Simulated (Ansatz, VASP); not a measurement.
Two plane-wave programs on ZnO

```
Zn O
1.0
     0.00000    2.11585    2.15626
     2.11585    0.00000    2.15626
     2.11585    2.11585    0.00000
Zn O
1 1
Direct
  0.00000 0.00000 0.00000
  0.50000 0.50000 0.50000
```

Change from the starting cell: epitaxial_xy strain -0.8%.

Alike in both runs: task single point; functional PBE; k mesh 10 × 10 × 10; occupations fermi-dirac, width 0.02 eV; no spin polarisation.

|  | VASP | Ansatz |
| --- | --- | --- |
| version | VASP 6.6.1 | Ansatz 0.2.0 |
| potentials or method | VASP PAW PBE potentials, release 64 (Zn, O) | plane waves, PAW |
| plane-wave cutoff (eV) | 520 | 420 |
| valence electrons in the cell | 18 | 18 |

|  | VASP | Ansatz | Ansatz less VASP |
| --- | --- | --- | --- |
| gap on the k mesh at the Fermi level (eV) | 0.89 | 0.92 | +0.033 |
| pressure (GPa) | 10.6 | 9.4 | -1.22 |
| largest component of the traceless stress (GPa) | 1.70 | 1.55 | -0.149 |

A k mesh can miss the band edges.
